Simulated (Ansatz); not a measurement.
## Li2Se: the change of pressure with volume scale

All results are calculated (Ansatz 0.2.0). Periodic Kohn-Sham DFT of a crystal at fixed atoms, scaled to volume_scale times the given cell; pressure positive in compression, energy less spherical unpolarised free atoms, largest_vzz the field gradient of largest size among the nuclei.

The cell before it is scaled or strained (space group Fm-3m, No. 225):
```
Li2Se
1.0
      0.0000     3.0025     3.0025
      3.0025     0.0000     3.0025
      3.0025     3.0025     0.0000
Li Se
2 1
Direct
  0.25000 0.25000 0.25000
  0.75000 0.75000 0.75000
  0.00000 0.00000 0.00000
```

Settings of every row: method all-electron PAW; functional LDA; relativity scalar; k mesh 9x9x9; filling fermi-dirac; smearing width 0.03 eV; nucleus gaussian.

Atom start moment: 0 on all atoms.

```csv
row,volume scale,V (Å³/atom),pressure (GPa)
1,0.94,16.962,-0.606
2,0.96,17.323,-1.334
3,0.98,17.684,-1.99
4,0.99,17.865,-2.293
5,1,18.045,-2.58
6,1.01,18.225,-2.853
7,1.02,18.406,-3.112
8,1.04,18.767,-3.59
9,1.06,19.128,?
```

Question: what pressure should row 9 give?

Worked fit of pressure. Take u = (V_r/V)^(2/3) − 1 with V_r = 17.955 Å³ an atom, which is twice the finite (Eulerian) strain; such expansions in the strain, on which the Birch-Murnaghan equation of state is built, carry the rest volume and the bulk modulus. The shown rows have u = 0.03866, 0.02418, 0.01019, 0.00336, -0.00333, -0.0099, -0.0164, -0.02906. Least squares give pressure = −2.439 + 42.945 × u + 115.24 × u² GPa; a straight line predicts inner rows, each left out in turn, worse (root mean square 0.04 against 0.00072 GPa). The rows lie off it by 0.001, -0.001, -0.001, 0.000, 0.001, 0.000, 0.000, 0.000. The withheld row has u = -0.04131, so the fit gives −2.439 + 42.945 × (-0.04131) + 115.24 × (-0.04131)² = -4.016 GPa.

The calculation gave -4.02 GPa. The fit lies 0.004 GPa (0.12 % of the column's range) above it; its largest miss of a shown row is 0.001 GPa. This row lies beyond the range of the fit.
